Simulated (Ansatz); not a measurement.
# Te2Mo in Ansatz: band structure with PBE

Aim: the band structure of Te2Mo with PBE.

All numbers are computed with Ansatz 0.2.0; they aren't measurements. Logs are shortened: lines on timing, memory, paths and dates and some standing lists are left out, and cuts for length are marked.

**1. Starting point**

The cell holds a slab with vacuum, 9 atoms: a = 3.562 Å, b = 3.562 Å, c = 31.563 Å, α = 90.00°, β = 90.00°, γ = 120.00°.

**2. Band structure, PBE**

Contents of input.yaml:

```yaml
crystal:
  lattice:
    - [3.5624185427, 0.0, 0.0]
    - [-1.7812092714, 3.0851449569, 0.0]
    - [0.0, 0.0, 31.56326574]
  atoms:
    - { symbol: Te, position: [0.0, 0.0, 0.05676208] }
    - { symbol: Te, position: [0.3333333333, 0.6666666667, 0.28898622] }
    - { symbol: Te, position: [0.3333333333, 0.6666666667, 0.82440425] }
    - { symbol: Te, position: [0.3333333333, 0.6666666667, 0.17559575] }
    - { symbol: Te, position: [0.3333333333, 0.6666666667, 0.71101378] }
    - { symbol: Te, position: [0.0, 0.0, 0.94323792] }
    - { symbol: Mo, position: [0.3333333333, 0.6666666667, 0.0] }
    - { symbol: Mo, position: [0.0, 0.0, 0.23230601] }
    - { symbol: Mo, position: [0.0, 0.0, 0.76769399] }
hamiltonian:
  xc: pbe
  pseudopotentials: { kind: paw }
kpoints:
  mp_grid: { grid: [9, 9, 1] }
  band_path:
    path:
      - [[0.0, 0.0, 0.0], [0.5, 0.0, 0.0], [0.3333333333, 0.3333333333, 0.0], [0.0, 0.0, 0.0], [0.0, 0.0, 0.5], [0.5, 0.0, 0.5], [0.3333333333, 0.3333333333, 0.5], [0.0, 0.0, 0.5]]
      - [[0.5, 0.0, 0.5], [0.5, 0.0, 0.0]]
      - [[0.3333333333, 0.3333333333, 0.0], [0.3333333333, 0.3333333333, 0.5]]
    npoints: 10
scf:
  occupations: { method: fermi_dirac, width: 0.05 }
  n_extra_bands: 22
output:
  forces: true
  stress: true
  eigenvalues: true
  fatbands: false
  write_density: true
  write_potential: true
  elf: true
  volumetric_format: npy
```

Potentials or basis: Ansatz PAW.

The run is started by

```
> ansatz run input.yaml --threads 4 --pin off --max-ram 11264MiB --backend cpu --events-out ev --progress --plain --runs-dir out
```

Standard output:

```text
Warning: RAYON_NUM_THREADS=4 ignored (pool sized by the plan → 4); use --threads N
scf.n_extra_bands = 22 over 69 filled bands (N_el = 138.0): the run solves 91 bands
Engine: ansatz 0.2.0, x86_64-unknown-linux-gnu
Pseudopotentials: kind: paw
Pseudopotential: Te, paw, valence charge 16, recommended cutoff 420 eV (normal), Te.paw.azcp
Pseudopotential: Mo, paw, valence charge 14, recommended cutoff 420 eV (normal), Mo.paw.azcp
Functional definition: PBE
  parameter kappa = 0.804
  parameter beta = 0.06672455060314922
  exchange = pbe_x(kappa = kappa, mu = beta*pi^2/3)
  correlation = pbe_c(beta = beta)
Crystal: 9 atoms, lattice volume = 346.899 Å³
Basis set: ecut = 420 eV, 6699 PW (Γ), exchange–correlation on 48×48×432 points (8 copies of the dense FFT grid, shifted against one another)
Bands: 91, of which v1, the nominal top of the filled ones, is band 69 counted from 1 (68 counted from 0)
Symmetry: 12 space group operations
Space group: P-6m2 (ITA 187), of the structure as read, at distance tolerance 7.0e-5 Å
k-points: 12 of 81 (time reversal used)
Non-local potential: Te, projectors of the file, l = 0: 2, l = 1: 2, l = 2: 2, l = 3: 2
Non-local potential: Mo, projectors of the file, l = 0: 3, l = 1: 2, l = 2: 2, l = 3: 1
PAW form: soft (Blöchl's): semilocal exchange-correlation on the pseudo side does not see the compensation charge
PAW one-centre angular grid: Te, 590 points (default); XC on 64 Gauss nodes
PAW one-centre angular grid: Mo, 590 points (default); XC on 64 Gauss nodes
Initial density: superposition of atomic densities (neutral atoms: chi_scale 0, normalization atom), corrected by the library's trained network
Initial wavefunctions: pseudopotential atomic-orbital guess
Functional: x = pbe(κ = 0.804, μ = 0.2195149727645171), c = pbe(β = 0.06672455060314922)
SCF iter   1: F=—  HF=-56750.185157 eV  |F-HF|=—  |Δ(HF+E_count)|=         —  Δρ=3.73e-3  dr2=8.91e-2  ethr=1.77e-3  ⟨swp⟩=7.6  Hψ=4592  notcnv=0  defer=60
preconditioner: auto → Resta (q_TF=auto, 2.340 Å⁻¹)  ε∞=4.0  [insulator: Δε(μ)=0.954 eV  Ē_g=8.526 eV  σ=0.050 eV  W_gap=1.00  n_scr=88 (ndim 8)  ℏωp=14.7 eV  f_vac=0.327  D(μ)=0.00/eV (n_scr^D=0)  ε∞_Penn≈4.0  vacuum switching on, ρ_ref=5.3e-3 e/Å³]
SCF iter   2: F=—  HF=-56750.193202 eV  |F-HF|=—  |Δ(HF+E_count)|=   8.04e-3  Δρ=2.25e-3  dr2=5.24e-2  ethr=6.45e-5  ⟨swp⟩=2.3  Hψ=1734  notcnv=0  defer=120
SCF iter   3: F=—  HF=-56750.192011 eV  |F-HF|=—  |Δ(HF+E_count)|=   1.19e-3  Δρ=1.57e-3  dr2=3.95e-3  ethr=3.79e-5  ⟨swp⟩=2.0  Hψ=1195  notcnv=0  defer=120
SCF iter   4: F=—  HF=-56750.195908 eV  |F-HF|=—  |Δ(HF+E_count)|=   3.90e-3  Δρ=3.22e-4  dr2=8.63e-4  ethr=2.86e-6  ⟨swp⟩=2.0  Hψ=1280  notcnv=0  defer=120
SCF iter   5: F=—  HF=-56750.195901 eV  |F-HF|=—  |Δ(HF+E_count)|=   7.06e-6  Δρ=1.03e-4  dr2=6.73e-5  ethr=6.26e-7  ⟨swp⟩=2.0  Hψ=1126  notcnv=0  defer=120
SCF iter   6: F=—  HF=-56750.196160 eV  |F-HF|=—  |Δ(HF+E_count)|=   2.59e-4  Δρ=4.88e-5  dr2=8.15e-6  ethr=4.88e-8  ⟨swp⟩=2.2  Hψ=1270  notcnv=0  defer=122
SCF iter   7: F=—  HF=-56750.196174 eV  |F-HF|=—  |Δ(HF+E_count)|=   1.45e-5  Δρ=3.51e-5  dr2=1.23e-5  ethr=5.91e-9  ⟨swp⟩=2.1  Hψ=1386  notcnv=0  defer=122
SCF iter   8: F=—  HF=-56750.196174 eV  |F-HF|=—  |Δ(HF+E_count)|=   1.96e-7  Δρ=9.50e-6  dr2=1.01e-6  ethr=5.91e-9  ⟨swp⟩=2.0  Hψ=1235  notcnv=0  defer=122
SCF iter   9: F=-56750.196175 eV  HF=-56750.196175 eV  |F-HF|=6.35e-8  |Δ(HF+E_count)|=   3.17e-7  Δρ=3.64e-6  dr2=6.92e-8  ethr=7.25e-11  ⟨swp⟩=19.8  Hψ=9188  notcnv=0
SCF 1 converged in 9 iterations: F = -56750.196175 eV  dr2 = 6.92e-8
NSCF: frozen V_eff on 93 k-points
WARN: The output density's exchange-correlation potential varies sharply where the density is thin. Do not read a vacuum level from v_tot or v_xc, or from such a field of the output density. On a cell that repeats whose density bears no net charge and no dipole along the vacuum's axis use v_es (v_loc + v_h of the components); under efield.dipole_correction with no amplitude use v_es + v_field, which holds any external_charges[].barrier, or the levels of the report's work_function block, which leave it out; under a non-zero efield.amplitude the vacuum is tilted and has no level; on a cell that repeats and bears such a dipole with no correction it is tilted too, and efield.dipole_correction with no amplitude gives each side of its ramp a level where efield: is served; in a cell that repeats whose density bears a net charge (total_charge, or a fill off its count) it is curved and has none; of a slab under crystal.periodic whose density bears no net charge use v_es, which has a level on each side, short of where the two are joined; of another it falls or rises all the way out and has none; of a slab beside external_charges read slab_vacuum_level instead, which it has where they leave it neutral. The grid or the basis barely resolves most such structure, and the values can differ between equally converged runs; as a rule a tighter scf.convergence.dr2_threshold does not remove it. Where the density itself ripples (under the LDA too) a higher basis.ecutwfc lessens it. The files hold the spikes' plane waves up to the density's cutoff. Files: v_tot_of_output_density and the like, and their columns of v_z.tsv (output.write_potential); v_xc_of_output_density and the like, and their columns of v_comp_z.tsv (output.write_potential_components). Measured: with its Gaussian average of σ = 0.25 Å subtracted twice, the exchange-correlation potential is over 0.1 eV at 705 of the grid points where the equally averaged density (valence and model cores) is under 1e-3 e/Å³, and 1.27 eV at the most among them, at an averaged density of 1.1e-7 e/Å³. The input density's (outcome.potential() and, of a run that writes arrays, v_tot and v_xc) is over 0.1 eV, so measured, at 3 points of its own thin density, 0.196 eV at the most. See output.write_potential in the manual, Limitations
SCF converged after 9 iterations
Free energy (F): -56750.196175 eV
Harris-Foulkes:  -56750.196175 eV  (|F-HF|=6.35e-8)
Internal energy: -56750.196167 eV  (E = F + TS)
E sigma→0 (E₀):  -56750.196171 eV
Entropy (-TS):   -0.000008 eV (-0.001 meV/atom)
Fermi energy:    6.766893 eV
--- Per-component energies (eV) ---
  E_band       = -2547.850639
  E_kinetic    = 2409.922542
  E_local      = -97506.317336  (includes V_loc(G=0)·N_el)
  E_nonlocal   = -1429.076162
  E_hartree    = 49003.003205
  E_xc         = -1296.733398
  E_vxc        = -1312.712020  (∫ρ·V_xc dr)
  E_paw        = -37580.859799  (= ΣΔE_a)
  E_vpaw       = -2715.635070  (= ΣTr[D̂ρ^β])
  E_aug_tail   = -0.000992  (compensation charges beyond the density's cutoff)
  E_ewald      = 29649.865774
  E_smearing   = -0.000008  (= −TS)
  E_closure    = 0.000000  (closes the sum)
  Σ components = -56750.196175   (vs F -56750.196175, Δ=0.00e0)
--- Forces (eV/Å), atoms counted from 1 ---
  atom   1  Te     0.00000000     0.00000000     0.17833521
  atom   2  Te    -0.00000000    -0.00000000     0.21627523
  atom   3  Te    -0.00000000    -0.00000000     0.20437391
  atom   4  Te    -0.00000000    -0.00000000    -0.20437391
  atom   5  Te    -0.00000000    -0.00000000    -0.21627523
  atom   6  Te     0.00000000     0.00000000    -0.17833521
  atom   7  Mo    -0.00000000    -0.00000000     0.00000000
  atom   8  Mo     0.00000000     0.00000000     0.01322412
  atom   9  Mo     0.00000000     0.00000000    -0.01322412
  max |Σ_I F_I| component: 5.55e-17 eV/Å
--- Stress (GPa, compression-positive) ---
        0.245517       0.000000       0.000000
       -0.000000       0.245517       0.000000
        0.000000       0.000000       1.160214
  P = ⅓ Tr σ = 0.5504 GPa (5.504 kbar)
--- Band table (eV; the first three rows and the last of 12) ---
  k-point 0: bands = ["-54.4360", "-54.4353", "-54.4353", "-30.2656", "-30.2656", "-30.2619", "-30.2619", "-30.2619", "-30.2619", "-30.2541", "-30.2541", "-30.2490", "-30.2490", "-30.2490", "-30.2490", "-30.1990", "-30.1990", "-30.1947", "-30.1947", "-30.1947", "-30.1947", "-30.1880", "-30.1880", "-30.1802", "-30.1802", "-30.1802", "-30.1802", "-30.1756", "-30.1711", "-30.1711", "-30.1660", "-30.1567", "-30.1567", "-28.5758", "-28.5754", "-28.5754", "-28.4600", "-28.4600", "-28.4596", "-28.4596", "-28.4596", "-28.4596", "-6.3653", "-6.3097", "-6.2511", "-5.4255", "-5.3269", "-5.2420", "0.9907", "1.2741", "1.5856", "3.9732", "4.5366", "4.5366", "4.5376", "4.5376", "4.5448", "4.5448", "4.5607", "5.2391", "5.3217", "5.3217", "5.3262", "5.3262", "5.3344", "5.3344", "5.6783", "6.0997", "6.2661", "9.2456", "9.2456", "9.2715", "9.2715", "9.2947", "9.2947", "9.5188", "9.5188", "9.5704", "9.5704", "9.6083", "9.6083", "10.4966", "10.7234", "11.7674", "12.1974", "12.2386", "12.5151", "13.3168", "13.5481", "14.1237", "14.2772"]
  k-point 1: bands = ["-54.4351", "-54.4344", "-54.4344", "-30.2643", "-30.2631", "-30.2609", "-30.2609", "-30.2595", "-30.2595", "-30.2559", "-30.2520", "-30.2506", "-30.2506", "-30.2468", "-30.2468", "-30.2000", "-30.1995", "-30.1956", "-30.1955", "-30.1954", "-30.1954", "-30.1910", "-30.1882", "-30.1829", "-30.1829", "-30.1805", "-30.1805", "-30.1747", "-30.1701", "-30.1701", "-30.1648", "-30.1556", "-30.1556", "-28.5684", "-28.5679", "-28.5679", "-28.4748", "-28.4744", "-28.4744", "-28.4627", "-28.4622", "-28.4622", "-6.2008", "-6.1458", "-6.0878", "-5.3096", "-5.2144", "-5.1327", "1.1710", "1.4503", "1.7603", "3.8115", "4.1657", "4.1738", "4.1786", "4.2680", "4.6054", "4.6700", "4.6726", "4.6812", "5.1054", "5.1122", "5.1224", "5.3268", "5.3955", "5.6455", "5.7102", "6.1106", "6.1554", "8.7058", "8.7084", "8.7144", "8.7417", "8.8074", "8.8518", "9.1558", "9.2105", "9.2724", "9.3813", "9.4323", "9.4643", "10.7301", "10.9677", "12.1790", "12.7017", "12.8825", "13.0804", "13.4752", "13.6573", "14.3931", "14.6760"]
  k-point 2: bands = ["-54.4329", "-54.4322", "-54.4322", "-30.2611", "-30.2610", "-30.2596", "-30.2596", "-30.2568", "-30.2537", "-30.2537", "-30.2532", "-30.2532", "-30.2466", "-30.2414", "-30.2414", "-30.2024", "-30.2004", "-30.1980", "-30.1978", "-30.1978", "-30.1978", "-30.1977", "-30.1887", "-30.1884", "-30.1884", "-30.1813", "-30.1812", "-30.1725", "-30.1678", "-30.1678", "-30.1618", "-30.1527", "-30.1527", "-28.5497", "-28.5491", "-28.5491", "-28.5120", "-28.5117", "-28.5117", "-28.4694", "-28.4689", "-28.4689", "-5.7369", "-5.6845", "-5.6289", "-4.9840", "-4.8993", "-4.8276", "1.6315", "1.8865", "2.1762", "3.2473", "3.2558", "3.3093", "3.3773", "3.6059", "3.7412", "4.6395", "4.6501", "4.6646", "5.0282", "5.0287", "5.0373", "5.0508", "5.2131", "5.4701", "5.5418", "5.6873", "5.6898", "7.7670", "7.9028", "8.0691", "8.3111", "8.4802", "8.4942", "8.5426", "8.6014", "8.6936", "9.5960", "9.6821", "9.7529", "11.2696", "11.4849", "12.5237", "12.8959", "13.0168", "13.3386", "13.6142", "13.6634", "13.7030", "13.9159"]
  k-point 11: bands = ["-54.4274", "-54.4267", "-54.4267", "-30.2687", "-30.2646", "-30.2646", "-30.2489", "-30.2456", "-30.2456", "-30.2437", "-30.2433", "-30.2390", "-30.2390", "-30.2376", "-30.2376", "-30.2176", "-30.2127", "-30.2127", "-30.2057", "-30.2012", "-30.2012", "-30.1932", "-30.1930", "-30.1861", "-30.1861", "-30.1857", "-30.1857", "-30.1695", "-30.1644", "-30.1644", "-30.1551", "-30.1464", "-30.1464", "-28.5639", "-28.5639", "-28.5639", "-28.5223", "-28.5218", "-28.5218", "-28.5054", "-28.5045", "-28.5045", "-4.1155", "-4.1142", "-4.1141", "-3.8615", "-3.8565", "-3.8565", "1.7407", "1.7841", "1.8314", "1.9136", "1.9226", "1.9281", "2.4240", "2.4890", "2.5474", "3.1285", "3.1457", "3.3055", "3.3297", "3.4893", "3.5092", "4.5438", "4.5541", "4.5757", "6.1778", "6.2254", "6.2743", "7.2774", "7.2785", "7.2812", "7.9252", "8.1641", "8.3995", "8.6985", "8.7159", "8.7349", "10.1051", "10.1521", "10.2344", "10.8907", "11.3124", "11.4823", "11.6631", "11.7009", "11.7649", "13.5644", "13.7656", "13.9513", "14.2840"]
```

Wall time 70 s (4 threads of Intel Xeon Platinum 8259CL at 2.50GHz (Skylake/Cascade Lake), shared host); peak memory 2.1 GiB.

Results:

- Free energy: -56750.1962 eV
- Largest force: 0.216 eV/Å
- Band gap on the k mesh: 1.00 eV, direct
- Band gap along the path: 1.00 eV, direct

Forces on the atoms (eV/Å):
```
Te   0.000  0.000  0.178
Te   0.000  0.000  0.216
Te   0.000  0.000  0.204
Te   0.000  0.000 -0.204
Te   0.000  0.000 -0.216
Te   0.000  0.000 -0.178
Mo   0.000  0.000  0.000
Mo   0.000  0.000  0.013
Mo   0.000  0.000 -0.013
```

Levels at the corners of the path, in eV from the valence-band top:
```tsv
point	band 67	band 68	band 69	band 70	band 71	band 72
Γ	-0.60	-0.17	-0.01	2.97	2.97	3.00
M	-0.45	-0.40	-0.35	1.33	1.34	1.35
K	-0.10	-0.05	0.00	1.00	1.00	1.01
Γ	-0.60	-0.17	-0.01	2.97	2.97	3.00
A	-0.60	-0.17	-0.01	2.97	2.97	3.00
L	-0.45	-0.40	-0.35	1.33	1.34	1.35
H	-0.10	-0.05	0.00	1.00	1.00	1.01
A	-0.60	-0.17	-0.01	2.97	2.97	3.00
L	-0.45	-0.40	-0.35	1.33	1.34	1.35
M	-0.45	-0.40	-0.35	1.33	1.34	1.35
K	-0.10	-0.05	0.00	1.00	1.00	1.01
H	-0.10	-0.05	0.00	1.00	1.00	1.01
```

Caveat: spin-orbit coupling is left out, which moves the levels of the heavy elements.
